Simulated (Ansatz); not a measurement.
**Frozen-phonon scan for LiI (rock salt)**

LiI (rock salt)

```
LiI
1.0
    0.00000     6.01904     6.01904
    3.00952     3.00952     6.01904
    3.00952     3.00952     0.00000
I Li
2 2
Cartesian
  0.00000   0.00000   0.00000
  3.00952   6.01904   3.00952
  3.00952   3.00952   3.00952
  3.00952   6.01904   6.01904
```

A phonon eigenvector at X = (0.5, 0.5, 0.0) is frozen into this cell: atom i moves by Q times the vector below, so Q is the largest atomic displacement, in Å. The cell is held. It is one choice among 2 degenerate patterns. (q is in reciprocal vectors of the primitive cell; the cell shown is doubled to hold the pattern.)

```csv
atom,x,y,z
I1,0.000,0.058,0.000
I2,0.000,-0.058,0.000
Li3,0.000,1.000,0.000
Li4,0.000,-1.000,0.000
```

Calculation: PBE (plane waves to 420 eV, PAW, scalar-relativistic; Ansatz, an electronic-structure program). k mesh 10×10×10 (Γ-centred), Fermi-Dirac smearing 0.05 eV. Energies are smeared free energies. Compression counts positive. LiI was relaxed with its symmetry unable to fall. Spin-orbit coupling is left out, though I is heavy. ΔE is measured from the undisplaced structure.

```json
[
 {"Q (Å)": "-0.180", "ΔE (meV/cell)": "15.7", "P (GPa)": "0.21", "−dE/dQ from forces (eV/Å)": "0.202"},
 {"Q (Å)": "-0.150", "ΔE (meV/cell)": "10.4", "P (GPa)": "0.15", "−dE/dQ from forces (eV/Å)": "0.154"},
 {"Q (Å)": "-0.120", "ΔE (meV/cell)": "6.4", "P (GPa)": "0.09", "−dE/dQ from forces (eV/Å)": "0.114"},
 {"Q (Å)": "-0.090", "ΔE (meV/cell)": "3.5", "P (GPa)": "0.06", "−dE/dQ from forces (eV/Å)": "0.080"},
 {"Q (Å)": "-0.060", "ΔE (meV/cell)": "1.5", "P (GPa)": "0.03", "−dE/dQ from forces (eV/Å)": "0.051"},
 {"Q (Å)": "-0.030", "ΔE (meV/cell)": "0.4", "P (GPa)": "0.01", "−dE/dQ from forces (eV/Å)": "0.025"},
 {"Q (Å)": "0.000", "ΔE (meV/cell)": "0.0", "P (GPa)": "0.01", "−dE/dQ from forces (eV/Å)": "0.000"},
 {"Q (Å)": "0.030", "ΔE (meV/cell)": "0.4", "P (GPa)": "0.01", "−dE/dQ from forces (eV/Å)": "-0.025"},
 {"Q (Å)": "0.060", "ΔE (meV/cell)": "1.5", "P (GPa)": "0.03", "−dE/dQ from forces (eV/Å)": "-0.051"},
 {"Q (Å)": "0.090", "ΔE (meV/cell)": "3.5", "P (GPa)": "0.06", "−dE/dQ from forces (eV/Å)": "-0.080"},
 {"Q (Å)": "0.120", "ΔE (meV/cell)": "6.4", "P (GPa)": "0.09", "−dE/dQ from forces (eV/Å)": "-0.114"},
 {"Q (Å)": "0.150", "ΔE (meV/cell)": "10.4", "P (GPa)": "0.15", "−dE/dQ from forces (eV/Å)": "-0.154"},
 {"Q (Å)": "0.180", "ΔE (meV/cell)": "15.7", "P (GPa)": "0.21", "−dE/dQ from forces (eV/Å)": "-0.202"}
]
```

Key numbers:

* **Energy at Q = 0.180 Å**: 15.7 meV/cell
* **Space group of the distorted cell**: Cmcm (No. 63), lowered from Fm-3m
* **Symmetry of the curve**: even: the same for both signs
* **Shape of the curve**: a single well with its minimum at or next to zero displacement
* **Harmonic wavenumber from the curvature (finite differences)**: 123 cm⁻¹
* **Wavenumber by perturbation theory (DFPT, on another k mesh)**: 123 cm⁻¹

(A displaced cell: forces are minus the slopes of the energy, force constants its curvatures, and phonons follow from these.)
